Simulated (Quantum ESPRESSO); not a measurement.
**Hf in Quantum ESPRESSO: the effect of functional**

Crystal: Hf.

```
CELL_PARAMETERS angstrom
2.91381 0.00000 0.00000
0.00000 2.91381 0.00000
0.00000 0.00000 2.91381
ATOMIC_POSITIONS crystal
Hf 0.50000 0.50000 0.50000
```

The cell was built by a generator and needn't be a form met in nature.

Alike in all runs:

```yaml
Program: Quantum ESPRESSO 7.5
Task: phonons
Cutoff: 612 eV
Density_cutoff: 4898 eV
k_mesh: 9 × 9 × 9
Occupations: cold, width 0.2 eV
Spin: no spin polarisation
```

Each run relaxes the cell or the atoms first.

Problem. One run gave: relaxed volume 23.53 Å³/atom; highest phonon frequency 111 cm⁻¹. Which functional did it use?
A. PBE
B. BLYP
C. LDA
D. PBEsol
E. revPBE

Solution. D.

| functional | potentials or basis | relaxed volume (Å³/atom) | highest phonon frequency (cm⁻¹) |
| --- | --- | --- | --- |
| LDA | GBRV 1.5 LDA | 22.56 | 116 |
| PBE | GBRV 1.5 PBE | 24.76 | 97 |
| PBEsol | GBRV 1.5 PBEsol | 23.53 | 111 |
| RPBE | GBRV 1.5 PBE | 25.52 | 89 |
| revPBE | GBRV 1.5 PBE | 25.31 | 91 |
| BLYP | GBRV 1.5 PBE | 25.78 | 52 |
| vdW-DF-cx | GBRV 1.5 PBE | 23.29 | 106 |

Caveats: the mesh is thin for the phonons of a metal; some modes are imaginary; the q point doesn't lie on the k mesh, which can shift a metal's frequencies strongly unless the mesh is converged; the potentials were made for another functional, which shifts forces and pressure (some runs).
